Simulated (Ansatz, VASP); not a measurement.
# Two plane-wave programs on AlN

INCAR

```
SYSTEM = AlN
ALGO = Normal
EDIFF = 1E-7
ENCUT = 520
GGA = PE
ISIF = 2
ISMEAR = 0
LASPH = .TRUE.
LCHARG = .FALSE.
LREAL = .FALSE.
LWAVE = .FALSE.
NBANDS = 11
NELM = 100
PREC = Accurate
SIGMA = 0.05
```

Contents of KPOINTS:

```
k-points
0
G
  10 10 10
  0 0 0
```

The input POSCAR:

```
AlN
1.0
    0.0000000000      2.0857138494      2.1839935596
    2.0857138494      0.0000000000      2.1839935596
    2.0857138494      2.0857138494      0.0000000000
Al N
1 1
Direct
    0.0000000000      0.0000000000      0.0000000000
    0.7500000000      0.7500000000      0.7500000000
```

Input for Ansatz:

```yaml
crystal:
  lattice:
    - [0.0, 2.0857138494, 2.1839935596]
    - [2.0857138494, 0.0, 2.1839935596]
    - [2.0857138494, 2.0857138494, 0.0]
  atoms:
    - { symbol: Al, position: [0.0, 0.0, 0.0] }
    - { symbol: "N", position: [0.75, 0.75, 0.75] }
basis:
  ecutwfc: 420
kpoints:
  mp_grid: { grid: [10, 10, 10] }
hamiltonian:
  xc: pbe
scf:
  occupations: { method: gaussian, width: 0.05 }
output:
  forces: true
  stress: true
  eigenvalues: true
```

Change from the starting cell: strain -0.0450 x Voigt [1, 1, 0, 0, 0, 0], atoms carried along.

Alike in both runs: task single point; functional PBE; k mesh 10 × 10 × 10; occupations gaussian, width 0.05 eV; no spin polarisation.

```csv
,VASP,Ansatz
version,VASP 6.6.1,Ansatz 0.2.0
potentials or method,"VASP PAW PBE potentials, release 64 (Al, N)","scalar-relativistic, plane waves, PAW"
plane-wave cutoff (eV),520,420
valence electrons in the cell,8,8
```

VASP gave:

| Quantity | Value |
| --- | --- |
| gap on the k mesh at the Fermi level (eV) | 3.19 |
| least direct gap on the mesh (eV) | 4.95 |
| pressure (GPa) | 27.7 |
| largest component of the traceless stress (GPa) | 4.34 |

Task: Which values does Ansatz return?

Result: gap on the k mesh at the Fermi level (eV): 3.20; least direct gap on the mesh (eV): 4.94; pressure (GPa): 27.8; largest component of the traceless stress (GPa): 4.32.

The functional is the same, so the differences come from potentials, cutoffs and numerics.

Caveats: so large a pressure means that the cell lies far from this level's equilibrium, or that cutoff or potentials fall short (VASP). A k mesh can miss the band edges.
